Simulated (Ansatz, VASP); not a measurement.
**SiGe2: VASP beside Ansatz**

```
CELL_PARAMETERS angstrom
0.00000 3.86785 3.86785
3.86785 0.00000 3.86785
3.86785 3.86785 0.00000
ATOMIC_POSITIONS crystal
Si 0.00000 0.00000 0.00000
Si 0.25000 0.25000 0.25000
Ge 0.62500 0.62500 0.62500
Ge 0.12500 0.62500 0.62500
Ge 0.62500 0.62500 0.12500
Ge 0.62500 0.12500 0.62500
```

Alike in both runs: functional PBE; k mesh 4 × 4 × 4; occupations gaussian, width 0.1 eV; no spin polarisation.

Ansatz relaxed the structure, and its values are those at the end. VASP's run is a single point on that final structure, the one shown.

|  | VASP | Ansatz |
| --- | --- | --- |
| version | VASP 6.6.1 | Ansatz 0.2.0 |
| potentials or method | VASP PAW PBE potentials, release 64 (Si, Ge_d) | scalar-relativistic, plane waves, PAW |
| plane-wave cutoff (eV) | 520 | 420 |
| valence electrons in the cell | 64 | 64 |

|  | VASP | Ansatz | Ansatz less VASP |
| --- | --- | --- | --- |
| gap on the k mesh at the Fermi level (eV) | none | none | - |
| pressure (GPa) | 0.1 | 0.2 | +0.03 |

A gap of «none» marks a metal or a gap that the smearing closes. With one functional, cell and mesh, what is left measures potentials, basis and numerics.
